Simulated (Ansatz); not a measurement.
# Phonon spectrum of Sn

All numbers below come from DFT PBE, scalar-relativistic, plane waves, PAW in Ansatz. Cutoff 420 eV, 18×18×20 k-points (Γ-centred), Fermi-Dirac smearing of 0.15 eV. No spin polarisation. Phonons by linear response, acoustic sum rule imposed.

The cell, relaxed at this level:
```
Sn
1.0
     3.26685    0.00000    0.00000
    -1.63343    2.82918    0.00000
     0.00000    0.00000    3.07900
Sn
1
Direct
  0.00000 0.00000 0.50000
```

The structure comes from a generated guess, relaxed at this level; another structure or a mixture of phases may lie lower. In a metal, frequencies and elastic constants depend on the k mesh and the smearing, soft modes and shear constants most. Spin–orbit coupling is left out, which matters for heavy elements. The q mesh is coarse, so values between its points are rough. This form isn't the element's ground state: it lies 40 meV/atom above the standard structure at this level.

Force constants from linear response on a 3×3×4 q mesh.

Question: Is the structure dynamically stable on this mesh?

Answer: Yes, on this mesh: no mode is imaginary.

Question: Give the frequencies (cm⁻¹; i marks imaginary ones) at the irreducible q points, in fractions of the reciprocal vectors.

Answer:
```tsv
q	star	frequencies
0.000 0.000 0.000	1	0 0 0
0.000 0.000 0.250	2	22 22 95
0.000 0.000 -0.500	1	15 15 129
0.000 0.333 0.000	6	23 41 98
0.000 0.333 0.250	12	37 90 95
0.000 0.333 -0.500	6	37 90 120
0.333 0.333 0.000	2	20 96 96
0.333 0.333 0.250	4	93 93 97
0.333 0.333 -0.500	2	91 91 122
```
